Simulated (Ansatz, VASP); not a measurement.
## AlN in VASP and in Ansatz

The input INCAR:

```
SYSTEM = AlN
PREC = Accurate
ENCUT = 520
EDIFF = 1E-6
ISMEAR = 0
SIGMA = 0.05
LREAL = .FALSE.
LASPH = .TRUE.
NELM = 80
ALGO = Normal
ISIF = 2
LWAVE = .FALSE.
LCHARG = .TRUE.
GGA = PE
LELF = .TRUE.
LVHAR = .TRUE.
NBANDS = 16
```

KPOINTS

```
Automatic mesh
0
G
  9 9 6
  0 0 0
```

File POSCAR:

```
AlN
1.0
    3.3134793407      0.0000000000      0.0000000000
   -1.6567396703      2.8695572839      0.0000000000
    0.0000000000      0.0000000000      4.1875902417
Al N
2 2
Direct
    0.3333333333      0.6666666667      0.7652730210
    0.6666666667      0.3333333333      0.2652730210
    0.3333333333      0.6666666667      0.2205797385
    0.6666666667      0.3333333333      0.7205797385
```

Input for Ansatz:

```yaml
crystal:
  lattice:
    - [3.3134793407, 0.0, 0.0]
    - [-1.6567396703, 2.8695572839, 0.0]
    - [0.0, 0.0, 4.1875902417]
  atoms:
    - { symbol: Al, position: [0.3333333333, 0.6666666667, 0.765273021] }
    - { symbol: Al, position: [0.6666666667, 0.3333333333, 0.265273021] }
    - { symbol: "N", position: [0.3333333333, 0.6666666667, 0.2205797385] }
    - { symbol: "N", position: [0.6666666667, 0.3333333333, 0.7205797385] }
basis:
  ecutwfc: 520.0
kpoints:
  mp_grid: { grid: [9, 9, 6] }
hamiltonian:
  xc: pbe
  pseudopotentials: { kind: paw, azcp: { folder: soft_1 } }
scf:
  occupations: { method: gaussian, width: 0.05 }
output:
  forces: true
  stress: true
  eigenvalues: true
  write_density: true
  write_potential: true
  elf: true
  volumetric_format: npy
```

Change from the starting cell: mode 4 frozen in at -0.123 Å, equal normal strain along x, y and z +0.0000.

Alike in both runs: task single point; functional PBE; k mesh 9 × 9 × 6; occupations gaussian, width 0.05 eV; no spin polarisation.

|  | VASP | Ansatz |
| --- | --- | --- |
| version | VASP 6.6.1 | Ansatz 0.2.0 |
| potentials or method | VASP PAW PBE potentials, release 64 (Al, N) | scalar-relativistic, plane waves, PAW |
| plane-wave cutoff (eV) | 520 | 520 |
| valence electrons in the cell | 16 | 16 |

```csv
,VASP,Ansatz,Ansatz less VASP
gap on the k mesh at the Fermi level (eV),3.42,3.41,-0.009
least direct gap on the mesh (eV),3.42,3.41,-0.009
pressure (GPa),2.9,3.1,+0.17
largest component of the traceless stress (GPa),10.37,10.22,-0.150
rms of the force components (eV/Å),0.339,0.338,-0.0017
```

Atom by atom the forces differ by 0.002 eV/Å (rms over components). With one functional, cell and mesh, what is left measures potentials, basis and numerics.
